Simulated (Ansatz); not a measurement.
# 128-atom supercell of zincblende BeTe

What do PBEsol, HSE06 and r²SCAN give for the perfect crystal in this cell, and at what cost?

All numbers are computed with Ansatz 0.2.0 (PAW, plane waves).

### 1 Starting point

128 atoms (64 Be, 64 Te); a = 15.853 Å, b = 15.853 Å, c = 15.853 Å, α = 60.00°, β = 60.00°, γ = 60.00°.

Steps to follow: (2) PBEsol single point at the Γ point alone, on 1 × data-centre GPU with 8 threads; (3) HSE06 single point at the Γ point alone, on 1 × data-centre GPU with 8 threads; (4) r²SCAN single point at the Γ point alone, on 1 × data-centre GPU with 8 threads.

### 2 PBEsol on the given atoms

in.yaml

```yaml
crystal:
  lattice:
    - [0.000000, 11.209443, 11.209443]
    - [11.209443, 0.000000, 11.209443]
    - [11.209443, 11.209443, 0.000000]
  atoms:
    - { symbol: Be, position: [0.000000, 0.000000, 0.000000] }
    - { symbol: Be, position: [0.500000, 0.000000, 0.000000] }
    - { symbol: Be, position: [0.000000, 0.500000, 0.000000] }
    - { symbol: Be, position: [0.000000, 0.000000, 0.500000] }
    - { symbol: Be, position: [0.250000, 0.250000, 0.250000] }
    - { symbol: Be, position: [0.500000, 0.500000, 0.000000] }
    - { symbol: Be, position: [0.500000, 0.000000, 0.500000] }
    - { symbol: Be, position: [0.750000, 0.250000, 0.250000] }
    - { symbol: Be, position: [0.000000, 0.500000, 0.500000] }
    - { symbol: Be, position: [0.250000, 0.750000, 0.250000] }
    - { symbol: Be, position: [0.250000, 0.250000, 0.750000] }
    - { symbol: Be, position: [0.500000, 0.500000, 0.500000] }
    - { symbol: Be, position: [0.750000, 0.750000, 0.250000] }
    - { symbol: Be, position: [0.750000, 0.250000, 0.750000] }
    - { symbol: Be, position: [0.250000, 0.750000, 0.750000] }
    - { symbol: Be, position: [0.750000, 0.750000, 0.750000] }
    - { symbol: Be, position: [0.000000, 0.000000, 0.250000] }
    - { symbol: Be, position: [0.250000, 0.250000, 0.000000] }
    - { symbol: Be, position: [0.500000, 0.000000, 0.250000] }
    - { symbol: Be, position: [0.750000, 0.250000, 0.000000] }
    - { symbol: Be, position: [0.000000, 0.500000, 0.250000] }
    - { symbol: Be, position: [0.250000, 0.750000, 0.000000] }
    - { symbol: Be, position: [0.000000, 0.000000, 0.750000] }
    - { symbol: Be, position: [0.250000, 0.250000, 0.500000] }
    - { symbol: Be, position: [0.500000, 0.500000, 0.250000] }
    - { symbol: Be, position: [0.750000, 0.750000, 0.000000] }
    - { symbol: Be, position: [0.500000, 0.000000, 0.750000] }
    - { symbol: Be, position: [0.750000, 0.250000, 0.500000] }
    - { symbol: Be, position: [0.000000, 0.500000, 0.750000] }
    - { symbol: Be, position: [0.250000, 0.750000, 0.500000] }
    - { symbol: Be, position: [0.500000, 0.500000, 0.750000] }
    - { symbol: Be, position: [0.750000, 0.750000, 0.500000] }
    - { symbol: Be, position: [0.000000, 0.250000, 0.000000] }
    - { symbol: Be, position: [0.250000, 0.000000, 0.250000] }
    - { symbol: Be, position: [0.500000, 0.250000, 0.000000] }
    - { symbol: Be, position: [0.750000, 0.000000, 0.250000] }
    - { symbol: Be, position: [0.000000, 0.750000, 0.000000] }
    - { symbol: Be, position: [0.000000, 0.250000, 0.500000] }
    - { symbol: Be, position: [0.250000, 0.500000, 0.250000] }
    - { symbol: Be, position: [0.500000, 0.750000, 0.000000] }
    - { symbol: Be, position: [0.250000, 0.000000, 0.750000] }
    - { symbol: Be, position: [0.500000, 0.250000, 0.500000] }
    - { symbol: Be, position: [0.750000, 0.500000, 0.250000] }
    - { symbol: Be, position: [0.750000, 0.000000, 0.750000] }
    - { symbol: Be, position: [0.000000, 0.750000, 0.500000] }
    - { symbol: Be, position: [0.250000, 0.500000, 0.750000] }
    - { symbol: Be, position: [0.500000, 0.750000, 0.500000] }
    - { symbol: Be, position: [0.750000, 0.500000, 0.750000] }
    - { symbol: Be, position: [0.250000, 0.000000, 0.000000] }
    - { symbol: Be, position: [0.750000, 0.000000, 0.000000] }
    - { symbol: Be, position: [0.000000, 0.250000, 0.250000] }
    - { symbol: Be, position: [0.250000, 0.500000, 0.000000] }
    - { symbol: Be, position: [0.250000, 0.000000, 0.500000] }
    - { symbol: Be, position: [0.500000, 0.250000, 0.250000] }
    - { symbol: Be, position: [0.750000, 0.500000, 0.000000] }
    - { symbol: Be, position: [0.750000, 0.000000, 0.500000] }
    - { symbol: Be, position: [0.000000, 0.750000, 0.250000] }
    - { symbol: Be, position: [0.000000, 0.250000, 0.750000] }
    - { symbol: Be, position: [0.250000, 0.500000, 0.500000] }
    - { symbol: Be, position: [0.500000, 0.750000, 0.250000] }
    - { symbol: Be, position: [0.500000, 0.250000, 0.750000] }
    - { symbol: Be, position: [0.750000, 0.500000, 0.500000] }
    - { symbol: Be, position: [0.000000, 0.750000, 0.750000] }
    - { symbol: Be, position: [0.500000, 0.750000, 0.750000] }
    - { symbol: Te, position: [0.062500, 0.062500, 0.062500] }
    - { symbol: Te, position: [0.562500, 0.062500, 0.062500] }
    - { symbol: Te, position: [0.062500, 0.562500, 0.062500] }
    - { symbol: Te, position: [0.062500, 0.062500, 0.562500] }
    - { symbol: Te, position: [0.312500, 0.312500, 0.312500] }
    - { symbol: Te, position: [0.562500, 0.562500, 0.062500] }
    - { symbol: Te, position: [0.562500, 0.062500, 0.562500] }
    - { symbol: Te, position: [0.812500, 0.312500, 0.312500] }
    - { symbol: Te, position: [0.062500, 0.562500, 0.562500] }
    - { symbol: Te, position: [0.312500, 0.812500, 0.312500] }
    - { symbol: Te, position: [0.312500, 0.312500, 0.812500] }
    - { symbol: Te, position: [0.562500, 0.562500, 0.562500] }
    - { symbol: Te, position: [0.812500, 0.812500, 0.312500] }
    - { symbol: Te, position: [0.812500, 0.312500, 0.812500] }
    - { symbol: Te, position: [0.312500, 0.812500, 0.812500] }
    - { symbol: Te, position: [0.812500, 0.812500, 0.812500] }
    - { symbol: Te, position: [0.062500, 0.062500, 0.312500] }
    - { symbol: Te, position: [0.312500, 0.312500, 0.062500] }
    - { symbol: Te, position: [0.562500, 0.062500, 0.312500] }
    - { symbol: Te, position: [0.812500, 0.312500, 0.062500] }
    - { symbol: Te, position: [0.062500, 0.562500, 0.312500] }
    - { symbol: Te, position: [0.312500, 0.812500, 0.062500] }
    - { symbol: Te, position: [0.062500, 0.062500, 0.812500] }
    - { symbol: Te, position: [0.312500, 0.312500, 0.562500] }
    - { symbol: Te, position: [0.562500, 0.562500, 0.312500] }
    - { symbol: Te, position: [0.812500, 0.812500, 0.062500] }
    - { symbol: Te, position: [0.562500, 0.062500, 0.812500] }
    - { symbol: Te, position: [0.812500, 0.312500, 0.562500] }
    - { symbol: Te, position: [0.062500, 0.562500, 0.812500] }
    - { symbol: Te, position: [0.312500, 0.812500, 0.562500] }
    - { symbol: Te, position: [0.562500, 0.562500, 0.812500] }
    - { symbol: Te, position: [0.812500, 0.812500, 0.562500] }
    - { symbol: Te, position: [0.062500, 0.312500, 0.062500] }
    - { symbol: Te, position: [0.312500, 0.062500, 0.312500] }
    - { symbol: Te, position: [0.562500, 0.312500, 0.062500] }
    - { symbol: Te, position: [0.812500, 0.062500, 0.312500] }
    - { symbol: Te, position: [0.062500, 0.812500, 0.062500] }
    - { symbol: Te, position: [0.062500, 0.312500, 0.562500] }
    - { symbol: Te, position: [0.312500, 0.562500, 0.312500] }
    - { symbol: Te, position: [0.562500, 0.812500, 0.062500] }
    - { symbol: Te, position: [0.312500, 0.062500, 0.812500] }
    - { symbol: Te, position: [0.562500, 0.312500, 0.562500] }
    - { symbol: Te, position: [0.812500, 0.562500, 0.312500] }
    - { symbol: Te, position: [0.812500, 0.062500, 0.812500] }
    - { symbol: Te, position: [0.062500, 0.812500, 0.562500] }
    - { symbol: Te, position: [0.312500, 0.562500, 0.812500] }
    - { symbol: Te, position: [0.562500, 0.812500, 0.562500] }
    - { symbol: Te, position: [0.812500, 0.562500, 0.812500] }
    - { symbol: Te, position: [0.312500, 0.062500, 0.062500] }
    - { symbol: Te, position: [0.812500, 0.062500, 0.062500] }
    - { symbol: Te, position: [0.062500, 0.312500, 0.312500] }
    - { symbol: Te, position: [0.312500, 0.562500, 0.062500] }
    - { symbol: Te, position: [0.312500, 0.062500, 0.562500] }
    - { symbol: Te, position: [0.562500, 0.312500, 0.312500] }
    - { symbol: Te, position: [0.812500, 0.562500, 0.062500] }
    - { symbol: Te, position: [0.812500, 0.062500, 0.562500] }
    - { symbol: Te, position: [0.062500, 0.812500, 0.312500] }
    - { symbol: Te, position: [0.062500, 0.312500, 0.812500] }
    - { symbol: Te, position: [0.312500, 0.562500, 0.562500] }
    - { symbol: Te, position: [0.562500, 0.812500, 0.312500] }
    - { symbol: Te, position: [0.562500, 0.312500, 0.812500] }
    - { symbol: Te, position: [0.812500, 0.562500, 0.562500] }
    - { symbol: Te, position: [0.062500, 0.812500, 0.812500] }
    - { symbol: Te, position: [0.562500, 0.812500, 0.812500] }
kpoints:
  mp_grid: { grid: [1, 1, 1] }
hamiltonian:
  xc: pbesol
scf:
  occupations: { method: fermi_dirac, width: 0.01 }
output:
  forces: true
  eigenvalues: true
  stress: true
  populations: true
  eigenstates: { kpoints: [[0, 0, 0]], e_range: [-6.0, 6.0], localisation: true }
```

### 3 Single point with HSE06

Changes to in.yaml since step 2:

```diff
@@ -137,3 +137,3 @@
 hamiltonian:
-  xc: pbesol
+  xc: hse06
 scf:
@@ -143,3 +143,2 @@
   eigenvalues: true
-  stress: true
   populations: true
```

### 4 r²SCAN single point

Changes to in.yaml since step 3:

```diff
@@ -137,3 +137,3 @@
 hamiltonian:
-  xc: hse06
+  xc: r2scan
 scf:
```

What does the calculation give? Wanted: for each run, top filled to lowest empty; energy; pressure.

As calculated:

```
 level           time  top filled to lowest empty (eV)  energy (eV/atom)  pressure (GPa)
PBEsol    7.5 s (GPU)                             1.82        -3496.2411            0.47
 HSE06  2.4 min (GPU)                             2.64        -3539.0552               -
r²SCAN     13 s (GPU)                             2.30        -3544.5033               -
```

**What this shows.** At the same k points, PBEsol gives a spacing 0.82 eV smaller and r²SCAN gives a spacing 0.34 eV smaller than the 2.64 eV of HSE06. The HSE06 single point took about 19 times as long as the PBEsol one on the same kind of device. Spin–orbit coupling is left out, which matters for the band edges of the heavier elements here. With one k point the spacing samples only the states that fold onto it, so it can exceed the gap over the zone.
